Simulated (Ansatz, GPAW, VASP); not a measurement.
One calculation of Ge, 4 ways

```
CELL_PARAMETERS angstrom
0.00000 2.82891 2.82891
2.82891 0.00000 2.82891
2.82891 2.82891 0.00000
ATOMIC_POSITIONS crystal
Ge 0.75000 0.75000 0.75000
Ge 0.50000 0.50000 0.50000
```

Alike in all runs: task single point; functional PBE; k mesh 8 × 8 × 8; occupations gaussian, width 0.023 eV; no spin polarisation; no spin-orbit coupling. Pressure is positive in compression and, in plane waves, holds the error of the finite cutoff, which Ansatz's Pulay term estimates and takes out.

```csv
program and potentials,plane-wave cutoff (eV),notes,band gap (eV),pressure (GPa)
"Ansatz, Ansatz PAW",420,14 valence electrons an atom on average; Pulay term of +0.03 GPa included,0.03,3.59
"Ansatz, all-electron LAPW, scalar-relativistic",-,-,0.04,3.58
"VASP, PBE PAW files Ge_d, 520 eV",520,14 valence electrons an atom on average,0.03,3.55
"GPAW, GPAW PAW data sets (gpaw-data 1.2.1)",600,4 valence electrons an atom on average,0.09,3.84
```

The band gap spans 0.03 (Ansatz, Ansatz PAW) to 0.09 eV (GPAW, GPAW PAW data sets (gpaw-data 1.2.1)), with all-electron results at 0.04. The pressure spans 3.55 (VASP, PBE PAW files Ge_d, 520 eV) to 3.84 GPa (GPAW, GPAW PAW data sets (gpaw-data 1.2.1)), with all-electron results at 3.58.

The functional is the same throughout but for its coding, so the spread measures potentials, basis and numerics; runs on potential files found faulty are left out.

The two 14-electron data sets reproduce the all-electron gap and pressure closely, while the 4-electron GPAW run stands apart with the widest gap, 0.09 eV, and the highest pressure, 3.84 GPa. Freezing the shallow 3d shell is a plausible cause, since those electrons can then no longer relax or mix with the valence p states that form the top of the valence band. Other differences between the data sets could contribute, however.

All four runs nearly close the gap of a material known to be a clear indirect semiconductor. Their agreement points to the semilocal functional, which places the conduction states too low relative to the valence band, rather than to the potentials. The positive pressure has a similar origin: the cell is close to the experimental one, whereas PBE underbinds germanium and favours a larger volume. Spin-orbit splitting would raise the valence-band top and probably remove the small remaining gap, so its survival here does not establish that PBE predicts a semiconductor.
